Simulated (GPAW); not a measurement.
Input of a GPAW 26.7.0 run:

File run.py:

```python
from ase import Atoms
from ase.filters import FrechetCellFilter
from ase.io import write
from ase.optimize import BFGS
from ase.units import GPa
from gpaw import GPAW, PW, setup_paths

setup_paths.insert(0, '.')

atoms = Atoms(['As', 'B'],
              cell=[[0.0, 2.3885, 2.3885],
                    [2.3885, 0.0, 2.3885],
                    [2.3885, 2.3885, 0.0]],
              scaled_positions=[[0.75, 0.75, 0.75],
                                [0.0, 0.0, 0.0]],
              pbc=True)

calc = GPAW(mode=PW(800),
            xc='PBEsol',
            kpts={'size': (10, 10, 10), 'gamma': True},
            occupations={'name': 'fermi-dirac', 'width': 0.05},
            nbands=11,
            convergence={'density': 1e-05, 'forces': 0.0001},
            maxiter=150,
            txt='gpaw.txt')
atoms.calc = calc
opt = BFGS(FrechetCellFilter(atoms, scalar_pressure=5 * GPa), trajectory='relax.traj', logfile='-')
done = opt.run(fmax=0.02, steps=60)
calc.write('gs.gpw')
write('result.traj', atoms)
print('Converged:', done)
print('Cell:', atoms.cell.cellpar().round(4))
print('Volume:', round(atoms.get_volume(), 4))
print(atoms.get_scaled_positions().round(5))
```

Potentials or basis: PAW data sets generated in the run's folder for this functional, pw.

Command:

```bash
$ gpaw-setup -f PBEsol As B
$ OMP_NUM_THREADS=1 python run.py
```

**Question.** Estimate the space group after relaxing (to 0.05 Å).

**Answer.** F-43m (No. 216).

**Question.** What does it give for the relaxed volume?

**Answer.** 13.15 Å³/atom.

**Question.** Predict the relaxed cell.

**Answer.** a = 3.338 Å, b = 3.338 Å, c = 3.338 Å, α = 60.00°, β = 60.00°, γ = 60.00°.

**Question.** What does it give for the band gap on the k mesh?

**Answer.** 1.05 eV, indirect (least direct gap 3.31 eV).

Final structure:
```
As B
1.0
     0.00000    2.36013    2.36013
     2.36013    0.00000    2.36013
     2.36013    2.36013    0.00000
As B
1 1
Cartesian
  3.5402 3.5402 3.5402
  0.0000 0.0000 0.0000
```

Caveat: later steps reuse the first step's grids. PBEsol gaps usually lie below the measured ones, often by a third to a half.
